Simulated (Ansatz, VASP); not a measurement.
**Two plane-wave programs on MgS**

```
Mg S
1.0
     0.00000    2.66669    2.66669
     2.66669    0.00000    2.66669
     2.66669    2.66669    0.00000
Mg S
1 1
Direct
  0.00000 0.00000 0.00000
  0.50000 0.50000 0.50000
```

Change from the starting cell: strain +0.025 along x and y, +0.025 along z, atoms carried along.

Alike in both runs: task single point; functional PBEsol; k mesh 8 × 8 × 8; occupations gaussian, width 0.05 eV; no spin polarisation.

|  | VASP | Ansatz |
| --- | --- | --- |
| version | VASP 6.6.1 | Ansatz 0.2.0 |
| potentials or method | VASP PAW PBE potentials, release 64 (Mg, S) | scalar-relativistic, plane waves, PAW |
| plane-wave cutoff (eV) | 520 | 420 |
| valence electrons in the cell | 8 | 16 |

VASP gave:

| Property | Result |
| --- | --- |
| gap on the k mesh at the Fermi level (eV) | 2.55 |
| least direct gap on the mesh (eV) | 3.04 |
| pressure (GPa) | -5.9 |

Task: Estimate Ansatz's values.

Result: gap on the k mesh at the Fermi level (eV): 2.55; least direct gap on the mesh (eV): 3.05; pressure (GPa): -5.7.

With one functional, cell and mesh, what is left measures potentials, basis and numerics. The two sets of potentials don't hold the same shells in valence.

Caveats: the PAW data sets were made with another functional, which shifts forces and pressure a little (VASP). A k mesh can miss the band edges.
